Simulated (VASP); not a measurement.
# CdSe (F-43m) in VASP: single point with HSE06

Aim: the single point of CdSe with HSE06.

Program: VASP 6.6.1. These are calculated values, not measurements. Logs are shortened: lines on timing, memory, paths and dates and some standing lists are left out, and cuts for length are marked.

## (1) Starting point

Symmetry: F-43m, No. 216, cubic system. The conventional cell has a = 6.093 Å, b = 6.093 Å, c = 6.093 Å, α = 90.00°, β = 90.00°, γ = 90.00°. Cd (site symmetry -43m) has 4 Se at 2.64 Å as nearest neighbours. Se (site symmetry -43m) has 4 Cd at 2.64 Å as nearest neighbours.

Measurements of this composition are mostly on another form, of space group No. 186.

## (2) Single point, HSE06

The input, POSCAR:

```
CdSe
1.0
    0.0000000000      3.0463900000      3.0463900000
    3.0463900000      0.0000000000      3.0463900000
    3.0463900000      3.0463900000      0.0000000000
Cd Se
1 1
Direct
    0.0000000000      0.0000000000      0.0000000000
    0.2500000000      0.2500000000      0.2500000000
```

The input, INCAR.step1:

```
SYSTEM = CdSe
  PREC = Accurate
  ENCUT = 520
  EDIFF = 1E-5
  ISMEAR = 0
  SIGMA = 0.02
  LREAL = .FALSE.
  LASPH = .TRUE.
  NELM = 100
  ALGO = Normal
  ISIF = 2
  LWAVE = .TRUE.
  LCHARG = .FALSE.
  GGA = PE
```

The input, INCAR.step2:

```
SYSTEM = CdSe
  PREC = Accurate
  ENCUT = 520
  EDIFF = 1E-7
  ISMEAR = 0
  SIGMA = 0.02
  LREAL = .FALSE.
  LASPH = .TRUE.
  NELM = 100
  ALGO = Normal
  ISIF = 2
  LWAVE = .FALSE.
  LCHARG = .FALSE.
  GGA = PE
  LHFCALC = .TRUE.
  HFSCREEN = 0.2
  PRECFOCK = Fast
  ISTART = 1
```

The input, KPOINTS:

```
regular mesh
0
G
  6 6 6
  0 0 0
```

Potentials or basis: VASP PAW PBE potentials, release 64 (Cd, Se).

Started as:

```console
cat potpaw_PBE.64/Cd/POTCAR potpaw_PBE.64/Se/POTCAR > POTCAR
cp INCAR.step1 INCAR
mpirun -np 1 vasp_std > vasp.out
cp INCAR.step2 INCAR
mpirun -np 1 vasp_std > vasp.out
```

OUTCAR:

```text
SYSTEM = CdSe
   PREC = Accurate
   ENCUT = 520
   EDIFF = 1E-7
   ISMEAR = 0
   LREAL = .FALSE.
   LASPH = .TRUE.
   NELM = 100
   ISIF = 2
   GGA = PE
   LHFCALC = .TRUE.
   HFSCREEN = 0.2
   PRECFOCK = Fast
   ISTART = 1

 ion  position               nearest neighbor table
   1  0.000  0.000  0.000-   2 2.64   2 2.64   2 2.64   2 2.64
   2  0.250  0.250  0.250-   1 2.64   1 2.64   1 2.64   1 2.64

  LATTYP: Found a face centered cubic cell.
 ALAT       =     6.0927800000

  Lattice vectors:

 A1 = (   0.0000000000,   3.0463900000,   3.0463900000)
 A2 = (   3.0463900000,   0.0000000000,   3.0463900000)
 A3 = (   3.0463900000,   3.0463900000,   0.0000000000)

Analysis of symmetry for initial positions (statically):
=====================================================================
 Subroutine PRICEL returns:
 Original cell was already a primitive cell.

 Routine SETGRP: Setting up the symmetry group for a
 face centered cubic supercell.

 Subroutine GETGRP returns: Found 24 space group operations
 (whereof 24 operations were pure point group operations)
 out of a pool of 48 trial point group operations.

The static configuration has the point symmetry T_d .

Analysis of symmetry for dynamics (positions and initial velocities):
=====================================================================
 Subroutine PRICEL returns:
 Original cell was already a primitive cell.

 Routine SETGRP: Setting up the symmetry group for a
 face centered cubic supercell.

 Subroutine GETGRP returns: Found 24 space group operations
 (whereof 24 operations were pure point group operations)
 out of a pool of 48 trial point group operations.

The dynamic configuration has the point symmetry T_d .

 Subroutine INISYM returns: Found 24 space group operations
 (whereof 24 operations are pure point group operations),
 and found     1 'primitive' translations

----------------------------------------------------------------------------------------

                                     Primitive cell

  volume of cell :      56.5440

  direct lattice vectors                    reciprocal lattice vectors
     0.000000000  3.046390000  3.046390000    -0.164128690  0.164128690  0.164128690
     3.046390000  0.000000000  3.046390000     0.164128690 -0.164128690  0.164128690
     3.046390000  3.046390000  0.000000000     0.164128690  0.164128690 -0.164128690

  length of vectors
     4.308246054  4.308246054  4.308246054     0.284279230  0.284279230  0.284279230

  position of ions in fractional coordinates (direct lattice)
     0.000000000  0.000000000  0.000000000
     0.250000000  0.250000000  0.250000000

  ion indices of the primitive-cell ions
   primitive index   ion index
                 1           1
                 2           2

----------------------------------------------------------------------------------------

 KPOINTS: regular mesh

Automatic generation of k-mesh.
 Grid dimensions read from file:
 generate k-points for:    6    6    6

 Generating k-lattice:

  Cartesian coordinates                     Fractional coordinates (reciprocal lattice)
    -0.027354782  0.027354782  0.027354782     0.166666667  0.000000000  0.000000000
     0.027354782 -0.027354782  0.027354782     0.000000000  0.166666667  0.000000000
     0.027354782  0.027354782 -0.027354782     0.000000000  0.000000000  0.166666667

  Length of vectors
     0.047379872  0.047379872  0.047379872

  Shift w.r.t. Gamma in fractional coordinates (k-lattice)
     0.000000000  0.000000000  0.000000000

 Subroutine IBZKPT returns following result:
 ===========================================

 Found     16 irreducible k-points:

 Following reciprocal coordinates:
            Coordinates               Weight
  0.000000  0.000000  0.000000      1.000000
  0.166667  0.000000  0.000000      8.000000
  0.333333  0.000000  0.000000      8.000000
  0.500000  0.000000  0.000000      4.000000
  0.166667  0.166667  0.000000      6.000000
  0.333333  0.166667  0.000000     24.000000
[... 8 lines left out ...]
 -0.333333  0.333333  0.166667     24.000000
 -0.333333  0.500000  0.166667     12.000000
   k-points           NKPTS =     16   k-points in BZ     NKDIM =    216   number of bands    NBANDS=     13
   number of dos      NEDOS =    301   number of ions     NIONS =      2
   total plane-waves  NPLWV =  32768
   dimension x,y,z NGX =    32 NGY =   32 NGZ =   32
   dimension x,y,z NGXF=    64 NGYF=   64 NGZF=   64
   ions per type =               1   1
   NGX,Y,Z   is equivalent  to a cutoff of  12.35, 12.35, 12.35 a.u.
   NGXF,Y,Z  is equivalent  to a cutoff of  24.70, 24.70, 24.70 a.u.
 SYSTEM =  CdSe
   PREC   = accura    normal or accurate (medium, high low for compatibility)
   ISTART =      1    job   : 0-new  1-cont  2-samecut
   ICHARG =      0    charge: 1-file 2-atom 10-const
   ISPIN  =      1    spin polarized calculation?
   LNONCOLLINEAR =      F non collinear calculations
   LSORBIT =      F    spin-orbit coupling
   LASPH  =      T    aspherical Exc in radial PAW
   ENCUT  =  520.0 eV  38.22 Ry    6.18 a.u.   8.01  8.01  8.01*2*pi/ulx,y,z
   NELM   =    100;   NELMIN=  2; NELMDL=  0     # of ELM steps
   EDIFF  = 0.1E-06   stopping-criterion for ELM
   LREAL  =      F    real-space projection
   EDIFFG = 0.1E-05   stopping-criterion for IOM
   NSW    =      0    number of steps for IOM
   IBRION =     -1    ionic relax: 0-MD 1-quasi-New 2-CG
   NFREE  =      0    steps in history (QN), initial steepest desc. (CG)
   ISIF   =      2    stress and relaxation
   ISYM   =      3    0-nonsym 1-usesym 2-fastsym
   POTIM  = 0.5000    time-step for ionic-motion
   TEBEG  =    0.0;   TEEND  =   0.0 temperature during run
   PSTRESS=    0.0 pullay stress
   NELECT =      18.0000    total number of electrons
   NUPDOWN=      -1.0000    fix difference up-down
   EMIN   =  10.00;   EMAX   =-10.00  energy-range for DOS
   EFERMI =   0.00;   METHOD = LEGACY
   ISMEAR =     0;   SIGMA  =   0.02  broadening in eV -4-tet -1-fermi 0-gaus
   EFERMI_NEDOS =   21; number of points for ismear=-14 and -15
   IALGO  =     38    algorithm
   IMIX   =      1    mixing-type and parameters
     AMIX     =   0.40;   BMIX     =  1.00
     AMIX_MAG =   1.60;   BMIX_MAG =  1.00
  volume/ion in A,a.u.               =      28.27       190.79
  Fermi-wavevector in a.u.,A,eV,Ry     =   1.117816  2.112365 17.000639  1.249512
  Thomas-Fermi vector in A             =   2.254442
   LORBIT       =      0    0 simple, 1 ext, 2 COOP (PROOUT), +10 PAW based schemes
   GGA     = PE    functional components
   LHFCALC =     T    Hartree Fock is set to
   PRECFOCK=fast      Normal, Fast or Accurate (Low or Medium for compatibility)
   ENCUT4O =  -1.0   cutoff for four orbital integrals eV
   NKREDX  =     1    reduce k-point grid by
   NKREDY  =     1    reduce k-point grid by
   NKREDZ  =     1    reduce k-point grid by
   AEXX    =    0.2500 exact exchange contribution
   HFSCREEN=    0.2000 screening length (either q_TF or 0.3 A-1)
   HFSCREENC=   0.2000 screening length for correlation (either q_TF or 0.3 A-1)
   ENCUTFOCK=  -1.0 apply spherical cutoff to Coloumb kernel
   IVDW    =     0    specifies the selected vdW correction
   LEPSILON=     F    determine dielectric tensor
   LRPA    =     F    only Hartree local field effects (RPA)
 non-spin polarized calculation
 Gauss-broadening in eV      SIGMA  =   0.02
  energy-cutoff  :      520.00
  volume of cell :       56.54
 maximum number of plane-waves:      1536
  NGX = 18; NGY = 18; NGZ = 18

 number of electron      18.0000004 magnetization

 Free energy of the ion-electron system (eV)
  ---------------------------------------------------
  ext. energy  EPLUGINS =         0.00000000
  ---------------------------------------------------
  free energy    TOTEN  =        -6.85902240 eV

  energy without entropy =       -6.85902240  energy(sigma->0) =       -6.85902240

 E-fermi :   0.3839     XC(G=0):  -7.3591

 val. band max:        0.2941368018   @ k =   0.0000   0.0000   0.0000
 cond. band min:       1.8491120683   @ k =   0.0000   0.0000   0.0000
 fundamental gap:      1.5549752666
 Fermi energy:         0.3838807749

 k-point     1 :       0.0000    0.0000    0.0000
  band No.  band energies     occupation
      1     -13.3841      2.00000
      2      -8.8276      2.00000
      3      -8.8276      2.00000
      4      -8.8276      2.00000
      5      -8.4567      2.00000
      6      -8.4567      2.00000
      7       0.2941      2.00000
      8       0.2941      2.00000
      9       0.2941      2.00000
     10       1.8491      0.00000
     11       7.2969      0.00000
     12       7.2969      0.00000
     13       7.2969      0.00000

 k-point     2 :       0.1667    0.0000    0.0000
  band No.  band energies     occupation
      1     -13.2843      2.00000
      2      -8.7996      2.00000
      3      -8.7996      2.00000
      4      -8.7282      2.00000
      5      -8.4576      2.00000
      6      -8.4576      2.00000
      7      -1.3991      2.00000
      8       0.0733      2.00000
      9       0.0733      2.00000
     10       3.1245      0.00000
     11       7.0442      0.00000
     12       7.6416      0.00000
     13       7.6416      0.00000

 k-point     3 :       0.3333    0.0000    0.0000
  band No.  band energies     occupation
      1     -13.0836      2.00000
      2      -8.7522      2.00000
      3      -8.7522      2.00000
      4      -8.4483      2.00000
      5      -8.4483      2.00000
      6      -8.4053      2.00000
      7      -3.4177      2.00000
      8      -0.3200      2.00000
      9      -0.3200      2.00000
     10       3.7063      0.00000
     11       7.8730      0.00000
     12       7.8730      0.00000
     13       7.9541      0.00000
[... 177 lines left out ...]
 k-point    15 :      -0.3333    0.3333    0.1667
  band No.  band energies     occupation
      1     -12.8916      2.00000
      2      -8.6761      2.00000
      3      -8.6503      2.00000
      4      -8.4890      2.00000
      5      -8.4466      2.00000
      6      -7.9791      2.00000
      7      -3.9428      2.00000
      8      -2.1638      2.00000
      9      -1.3464      2.00000
     10       5.8373      0.00000
     11       6.5475      0.00000
     12       8.0002      0.00000
     13       9.8121      0.00000

 k-point    16 :      -0.3333    0.5000    0.1667
  band No.  band energies     occupation
      1     -12.8605      2.00000
      2      -8.6357      2.00000
      3      -8.6289      2.00000
      4      -8.5207      2.00000
      5      -8.4310      2.00000
      6      -7.9481      2.00000
      7      -3.9264      2.00000
      8      -1.9930      2.00000
      9      -1.9383      2.00000
     10       5.5533      0.00000
     11       6.0458      0.00000
     12       9.0316      0.00000
     13       9.4136      0.00000

------------------------ aborting loop because EDIFF is reached ----------------------------------------

  FORCE on cell =-STRESS in cart. coord.  units (eV):
  Direction    XX          YY          ZZ          XY          YZ          ZX
  --------------------------------------------------------------------------------------
  -------------------------------------------------------------------------------------
  Total        0.5440005      0.5440005      0.5440005      0.0000000      0.0000000      0.0000000
  in kB       15.4142842     15.4142842     15.4142842      0.0000000      0.0000000      0.0000000
  external PRESSURE =      15.4142842 kB  Pullay stress =       0.0000000 kB

 VOLUME and BASIS-vectors are now :
 -----------------------------------------------------------------------------
  energy-cutoff  :      520.00
  volume of cell :       56.54
      direct lattice vectors                 reciprocal lattice vectors
     0.000000000  3.046390000  3.046390000    -0.164128690  0.164128690  0.164128690
     3.046390000  0.000000000  3.046390000     0.164128690 -0.164128690  0.164128690
     3.046390000  3.046390000  0.000000000     0.164128690  0.164128690 -0.164128690

 POSITION                                       TOTAL-FORCE (eV/Angst)
 -----------------------------------------------------------------------------------
      0.00000      0.00000      0.00000        -0.000000     -0.000000     -0.000000
      1.52320      1.52320      1.52320         0.000000      0.000000      0.000000
 -----------------------------------------------------------------------------------
    total drift:                                0.000019      0.000021      0.000013

  FREE ENERGIE OF THE ION-ELECTRON SYSTEM (eV)
  ---------------------------------------------------
  free  energy   TOTEN  =        -6.8590223999 eV

  energy  without entropy=       -6.8590223999  energy(sigma->0) =       -6.85902240
```

It took 14 min on 1 thread of Intel Xeon Platinum 8488C (Sapphire Rapids), shared host; peak memory 0.3 GiB.

What came out:

| Item | Value |
| --- | --- |
| Free energy | -6.8590 eV |
| Pressure | 1.5 GPa |
| Band gap on the k mesh | 1.55 eV, direct |

Caveat: the PAW data sets were made with another functional, which shifts forces and pressure a little.
